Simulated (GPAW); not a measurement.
Write an ASE script for GPAW 26.7.0 that does the following.

| Quantity | Value |
| --- | --- |
| Task | single point |
| Functional | BLYP |
| Potentials or basis | PAW data sets generated in the run's folder for this functional |
| Cutoff | 600 eV |
| Basis | pw |
| k mesh | 9 × 9 × 9 |
| Occupations | fermi-dirac, width 0.05 eV |
| Spin | no spin polarisation |
| Eigensolver | davidson |
| Maxiter | 150 |

Crystal: Bi.

```xyz
1
Lattice="-1.9814 1.9814 1.9814 1.9814 -1.9814 1.9814 1.9814 1.9814 -1.9814" Properties=species:S:1:pos:R:3 pbc="T T T"
Bi    0.0000    0.0000    0.0000
```

This isn't the form of Bi at room conditions, which is rhombohedral.

These files were run (other wordings do the same):

run.py

```python
from ase import Atoms
from ase.dft.bandgap import bandgap
from ase.io import write
from ase.units import GPa
from gpaw import GPAW, PW, setup_paths

setup_paths.insert(0, '.')

atoms = Atoms(['Bi'],
              cell=[[-1.9814305318, 1.9814305318, 1.9814305318],
                    [1.9814305318, -1.9814305318, 1.9814305318],
                    [1.9814305318, 1.9814305318, -1.9814305318]],
              scaled_positions=[[0.0, 0.0, 0.0]],
              pbc=True)

calc = GPAW(mode=PW(600),
            xc='BLYP',
            kpts={'size': (9, 9, 9), 'gamma': True},
            occupations={'name': 'fermi-dirac', 'width': 0.05},
            nbands=15,
            convergence={'density': 1e-05, 'energy': 1e-05},
            eigensolver='davidson',
            maxiter=150,
            txt='gpaw.txt')
atoms.calc = calc
energy = atoms.get_potential_energy()
forces = atoms.get_forces()
stress = atoms.get_stress()
calc.write('gs.gpw')
write('result.traj', atoms)
print(f'Energy: {energy:.6f} eV')
print('Forces (eV/A):')
print(forces.round(4))
print('Stress (GPa):', (stress / GPa).round(3))
print('Fermi level:', round(calc.get_fermi_level(), 4), 'eV')
print(f'Gap: {bandgap(calc)[0]:.4f} eV, direct: {bandgap(calc, direct=True)[0]:.4f} eV')
```

Potentials or basis: PAW data sets generated in the run's folder for this functional, pw.

Launch:

```console
$ gpaw-setup -f BLYP Bi
$ OMP_NUM_THREADS=1 python run.py
```

It gave:

| Quantity | Value |
| --- | --- |
| Pressure | 4.9 GPa |
| Band gap on the k mesh | none (metal or under the smearing width) |

Caveat: spin-orbit coupling is left out, which moves the levels of the heavy elements.

Run time: 8.9 s on 1 thread of Arm Neoverse V2, with other jobs on the host, peak memory 0.14 GiB.
